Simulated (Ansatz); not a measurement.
**Straining BiTe**

Method: DFT PBE, scalar-relativistic, plane waves, PAW in Ansatz. Run with 420 eV cutoff, 12×12×8 k-mesh, Gaussian smearing of 0.10 eV, no spin polarisation.

Reference structure (relaxed):

```
Bi Te
1.0
     3.25119    3.25119    0.00000
    -3.25119    3.25119    0.00000
     0.00000    0.00000    6.50239
Bi Te
2 2
Cartesian
  0.0000 0.0000 0.0000
  0.0000 3.2512 3.2512
  0.0000 3.2512 0.0000
  0.0000 0.0000 3.2512
```

Deformation: biaxial strain in the a-b plane, with the length and tilt of c and the atoms relaxed, all within the symmetry that the strain leaves. Energies are extrapolated to zero smearing.

Spin–orbit coupling is left out, which can shift energies with elements as heavy as these.

```tsv
strain (%)	ΔE (meV/atom)	a (Å)	b (Å)	c (Å)
-4.5	62.3	4.391	4.391	6.637
-3.0	27.3	4.460	4.460	6.557
-1.5	6.3	4.529	4.529	6.522
+0.0	0.0	4.598	4.598	6.502
+1.5	5.8	4.667	4.667	6.472
+3.0	21.0	4.736	4.736	6.442
+4.5	43.6	4.805	4.805	6.409
```

**Question.** What stiffness (1/V) d²E/dε² at zero strain does a cubic fit over all points give?

**Answer.** A cubic fit gives (1/V) d²E/dε² = 243 GPa at zero strain (twice the biaxial modulus).

**Question.** How does the free axis c answer a small strain?

**Answer.** Between the innermost points its strain is -0.25 times the applied one.